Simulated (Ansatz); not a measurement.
**TiC: relaxation of cell and atoms with revPBE+D3(BJ)**

Crystal: TiC.

```
Ti C
1.0
     0.00000    2.16572    2.16572
     2.16572    0.00000    2.16572
     2.16572    2.16572    0.00000
Ti C
1 1
Direct
  0.00000 0.00000 0.00000
  0.50000 0.50000 0.50000
```

The cell is a database's computed one.

| Quantity | Value |
| --- | --- |
| Program | Ansatz 0.2.0 |
| Task | relaxation of cell and atoms |
| Functional | revPBE |
| Dispersion | D3(BJ) |
| Potentials or basis | Ansatz PAW |
| Cutoff | 420 eV (not typed: the program's choice for these potentials) |
| k mesh | 11 × 11 × 11 |
| Occupations | tetrahedron |
| Spin | no spin polarisation |

```
Relaxed volume                         : 9.73 Å³/atom
Relaxed cell                           : a = 3.020 Å, b = 3.020 Å, c = 3.020 Å, α = 60.00°, β = 60.00°, γ = 60.00°
Space group after relaxing (to 0.05 Å) : Fm-3m (No. 225)
Energy gained by relaxing              : 14.3 meV/atom
Ionic steps                            : 7
Pressure after relaxing                : 0.0 GPa
Band gap on the k mesh                 : none (metal or under the smearing width)
```

The path:
| step | energy change (eV) | largest force (eV/Å) | volume (Å³) |
| --- | --- | --- | --- |
| 1 | 0.0000 | 0.0000 | 20.32 |
| 2 | -0.0292 | 0.0000 | 19.57 |
| 3 | -0.0298 | 0.0000 | 19.47 |
| 4 | -0.0298 | 0.0000 | 19.47 |
| 5 | -0.0287 | 0.0000 | 19.47 |
| 6 | -0.0287 | 0.0000 | 19.47 |
| 7 | -0.0287 | 0.0000 | 19.47 |

Final structure:
```xyz
2
Lattice="0.0000 2.1352 2.1352 2.1352 0.0000 2.1352 2.1352 2.1352 0.0000" Properties=species:S:1:pos:R:3 pbc="T T T"
Ti    0.0000    0.0000    0.0000
C     2.1352    2.1352    2.1352
```

Levels at points of the mesh, in eV from the Fermi level:
```csv
k point,band 4,band 5,band 6,band 7,band 8,band 9,band 10,band 11,band 12
"(0.00, 0.00, 0.00)",-32.53,-12.69,0.68,0.68,0.68,1.68,1.68,1.68,1.76
```

Wall time 3.4 s on 2 threads of Arm Neoverse V2, on a shared host, peak memory 0.29 GiB.

Caveat: the plane-wave basis is chosen anew once the cell has moved, so the energies of steps on either side of that aren't comparable; pairwise dispersion overbinds metals, which lowers pressure and volume; the PAW data sets come from PBE, with cores solved anew for the run's functional, which leaves a small shift of forces and pressure; with tetrahedron occupations forces and stress needn't match the slope of the energy.
